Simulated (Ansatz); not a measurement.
Crystal: Tl.

```
CELL_PARAMETERS angstrom
3.45600 0.00000 0.00000
-1.72800 2.99298 0.00000
0.00000 0.00000 5.52500
ATOMIC_POSITIONS crystal
Tl 0.63720 0.32401 0.74301
Tl 0.33877 0.66148 0.25013
```

The cell isn't the ideal one: atoms moved at random, drawn with an rms of 0.1 Å.

```yaml
Program: Ansatz 0.2.0
Task: relaxation of cell and atoms
Functional: LDA
Potentials_or_basis: JTH PAW LDA
Cutoff: 1800 eV
Density_cutoff: 9000 eV
k_mesh: 7 × 7 × 4
Occupations: fermi-dirac, width 0.1 eV
Spin: no spin polarisation
```

At the start: volume 28.57 Å³/atom.

Where does the relaxation end?

It ends after 10 steps and the volume is 27.36 Å³/atom (-4.3 %); space group Cmcm (No. 63, to 0.05 Å).

Step by step:
```
step  energy change (eV)  largest force (eV/Å)  volume (Å³)
   1              0.0000                0.0529        57.15
   2             -0.0156                0.0367        54.93
   3             -0.0183                0.0055        54.40
   4             -0.0197                0.0211        54.31
   5             -0.0242                0.0052        54.46
   6             -0.0277                0.0289        54.51
   7             -0.0297                0.0026        54.73
   8             -0.0298                0.0014        54.75
   9             -0.0298                0.0105        54.72
  10             -0.0296                0.0105        54.72
```

Final structure:
```
Tl
1.0
     3.48875   -0.13693   -0.00125
    -1.86296    2.95033    0.00119
    -0.00200    0.00104    5.45120
Tl
2
Direct
  0.63884 0.34124 0.74692
  0.33713 0.64425 0.24622
```

Caveat: the plane-wave basis is chosen anew once the cell has moved, so the energies of steps on either side of that aren't comparable.
